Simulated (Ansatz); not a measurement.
# What a change of settings does: AlAs (zincblende type)

First run: DFT, PBEsol, PAW with Ansatz's default frozen-core files, scalar-relativistic (Ansatz 0.2.0).

Command: `ansatz run input.yaml --threads 1 --pin off --max-ram 2048MiB --backend cpu --events-out ev --progress --plain --runs-dir out` It took 8.7 s on 1 thread of Arm Neoverse V1, with other jobs on the host, peak memory 0.34 GiB.

```yaml
crystal:
  lattice:
    - [0.0, 2.8372378881, 2.8372378881]
    - [2.8372378881, 0.0, 2.8372378881]
    - [2.8372378881, 2.8372378881, 0.0]
  atoms:
    - { symbol: Al, position: [0.0, 0.0, 0.0] }
    - { symbol: As, position: [0.25, 0.25, 0.25] }
kpoints:
  mp_grid: { grid: [13, 13, 13] }
  band_path:
    path:
      - [0.0, 0.0, 0.0]
      - [-0.5, -0.5, 0.0]
      - [-0.375, -0.375, 0.25]
      - [-0.375, 0.0, 0.375]
      - [0.0, 0.0, 0.0]
      - [0.0, 0.0, 0.5]
      - [-0.5, -0.25, 0.25]
      - [-0.5, -0.5, 0.0]
    npoints: 8
scf:
  occupations: { method: fermi_dirac, width: 0.08 }
hamiltonian:
  xc: pbesol
  pseudopotentials: { kind: paw }
output:
  forces: true
  stress: true
  eigenvalues: true
  populations: true
  dos: { projected: true, de: 0.2, e_range: [-14, 8] }
  write_density: true
  write_potential: true
  elf: true
  volumetric_format: npy
```

The cell comes from a relaxation on PAW files under the same functional, begun from a prototype that needn't be the stable phase.

This run: the series' base cell.

It converges in 6 SCF iterations at a pressure of 0.01 GPa, cutoff 420 eV.

The input is then changed:

```diff
 kpoints:
-  mp_grid: { grid: [13, 13, 13] }
+  mp_grid: { grid: [9, 9, 9] }
   band_path:
   populations: true
-  dos: { projected: true, de: 0.2, e_range: [-14, 8] }
   write_density: true
```

Task: Predict the outcome of the changed run.

Result: It converges in 6 SCF iterations at a pressure of 0.01 GPa, cutoff 420 eV, free energy +0.3 meV/atom against the first run's. The settings are coarser than usual, but the energy hardly moved. Results part of its log:
```
SCF 1 converged in 6 iterations: F = -5338.443183 eV  dr2 = 3.14e-9
  greatest PAW one-centre occupation: 0.999 electrons in one spin orbital (limit 2), on the As atom at site 1 (counted from 0), in its partial waves of l = 2
NSCF: frozen V_eff on 57 k-points
SCF converged after 6 iterations
Free energy (F): -5338.443183 eV
Harris-Foulkes:  -5338.443183 eV  (|F-HF|=6.58e-9)
Internal energy: -5338.443178 eV  (E = F + TS)
E sigma→0 (E₀):  -5338.443181 eV
Entropy (-TS):   -0.000005 eV (-0.003 meV/atom)
Fermi energy:    6.913019 eV
--- Per-component energies (eV) ---
  E_band       = -269.808541
  E_kinetic    = 126.529113
  E_local      = -2121.562312  (includes V_loc(G=0)·N_el)
  E_nonlocal   = -657.649952
  E_hartree    = 1132.257920
  E_xc         = -117.929967
  E_vxc        = -108.268697  (∫ρ·V_xc dr)
  E_paw        = -2248.247337  (= ΣΔE_a)
  E_vpaw       = 226.625016  (= ΣTr[D̂ρ^β])
  E_aug_tail   = 0.000005  (compensation charges beyond the density's cutoff)
  E_ewald      = -1452.826215
  E_core_change = 0.985568  (= ΣΔE_core)
  E_smearing   = -0.000005  (= −TS)
  E_closure    = 0.000000  (closes the sum)
  Σ components = -5338.443183   (vs F -5338.443183, Δ=0.00e0)
--- Forces (eV/Å), atoms counted from 1 ---
  atom   1  Al     0.00000000    -0.00000000    -0.00000000
  atom   2  As    -0.00000000    -0.00000000     0.00000000
  max |Σ_I F_I| component: 1.93e-16 eV/Å
--- Stress (GPa, compression-positive) ---
        0.007816      -0.000000      -0.000000
       -0.000000       0.007816       0.000000
       -0.000000       0.000000       0.007816
  P = ⅓ Tr σ = 0.0078 GPa (0.078 kbar)
--- Band table (eV; the first three rows and the last of 35) ---
  k-point 0: bands = ["-28.2114", "-28.2114", "-28.2114", "-28.2008", "-28.2008", "-5.6538", "6.1934", "6.1934", "6.1934", "8.0997", "10.4556", "10.4556", "10.4556"]
  k-point 1: bands = ["-28.2114", "-28.2113", "-28.2113", "-28.2007", "-28.2007", "-5.5336", "4.9710", "6.0641", "6.0641", "8.8238", "10.6847", "10.6847", "10.7128"]
  k-point 2: bands = ["-28.2113", "-28.2111", "-28.2111", "-28.2007", "-28.2007", "-5.1936", "3.2147", "5.7889", "5.7889", "8.8044", "11.0373", "11.0373", "12.1072"]
  k-point 34: bands = ["-28.2112", "-28.2106", "-28.2097", "-28.2010", "-28.2003", "-3.7298", "1.1466", "2.9671", "3.6319", "10.2187", "11.3517", "11.5773", "13.3037"]
--- Löwdin populations: 2 sites ---
  site symbol       q [e]
     0     Al      2.6068
     1     As     15.3436
  spilling = 0.002760 (of n_electrons = 18.000000)
```
